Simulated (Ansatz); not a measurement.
A run of Ansatz 0.2.0:

File input.yaml:

```yaml
crystal:
  lattice:
    - [3.542, 0.0, 0.0]
    - [0.0, 3.542, 0.0]
    - [0.0, 0.0, 3.542]
  atoms:
    - { symbol: Ni, position: [0.5, 0.5, 0.0], spin: 0.63, spin_axis: [0.484, 0.09, 0.393] }
    - { symbol: Ni, position: [0.5, 0.0, 0.5], spin: 0.78, spin_axis: [-0.48, -0.194, 0.583] }
    - { symbol: Ni, position: [0.0, 0.5, 0.5], spin: 0.95, spin_axis: [-0.023, 0.34, 0.887] }
    - { symbol: Si, position: [0.0, 0.0, 0.0] }
hamiltonian:
  xc: pbe
  pseudopotentials: { kind: paw }
magnetization:
  noncollinear: true
  spin_orbit: false
kpoints:
  mp_grid: { grid: [6, 6, 6] }
scf:
  occupations: { method: fermi_dirac, width: 0.05 }
output:
  forces: true
  stress: true
  eigenvalues: true
```

Potentials or basis: Ansatz PAW.

Launch:

```sh
$ ansatz run input.yaml --threads 2 --pin off --max-ram 5632MiB --backend cpu --events-out ev --progress --plain --runs-dir out
```

Hardware: 2 threads of Arm Neoverse V1, with other jobs on the host.

Question: Estimate the wall time of this run.

Answer: Run time: 63 s on 2 threads of Arm Neoverse V1 (shared host), peak memory 0.62 GiB. Counts: scf iterations 25, plane waves 895, k points 64, bands 70.
